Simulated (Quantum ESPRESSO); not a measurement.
I under changes of volume

One of the cells (44.806 Å³/atom); the others are scaled copies at fixed shape and fractional positions:

```
I
1.0
     2.53835   -3.70662    0.00000
     2.53835    3.70662    0.00000
    -1.62087    0.00000    2.38110
I
1
Direct
  0.50000 0.50000 0.50000
```

| Item | Value |
| --- | --- |
| Program | Quantum ESPRESSO 7.5 |
| Functional | PBE |
| Potentials or basis | SSSP 1.3 efficiency PBE |
| Cutoff | 748 eV |
| Density cutoff | 5987 eV |
| k mesh | 7 × 7 × 11 |
| Occupations | fermi-dirac, width 0.05 eV |
| Spin | no spin polarisation |

```tsv
volume (Å³/atom)	energy over the lowest point (meV/atom)	pressure (GPa)
42.118	?	?
43.014	26.24	2.3
43.910	15.44	1.7
44.806	7.75	1.2
45.702	2.82	0.7
46.598	0.33	0.3
47.494	0.00	0.0
```

**Question.** What does the run at 42.118 Å³/atom give?

**Answer.** Energy over the lowest point 40.55 meV/atom; pressure 2.9 GPa.

Worked out: A Birch-Murnaghan fit of order 3 (a polynomial in V^(-2/3)) to the other rows has its minimum at 47.19 Å³/atom with B0 = V·E''(V) = 18.8 GPa and B' = 5.4 at fixed shape and positions, which overstates the stiffness. It gives 40.56 meV/atom at 42.118 Å³/atom, against the run's 40.55, and -dE/dV = 2.9 GPa, against 2.9.

Energies are extrapolated to zero smearing.

Caveats: an odd number of electrons without spin polarisation forces a metal; a magnetic or distorted state may lie lower.
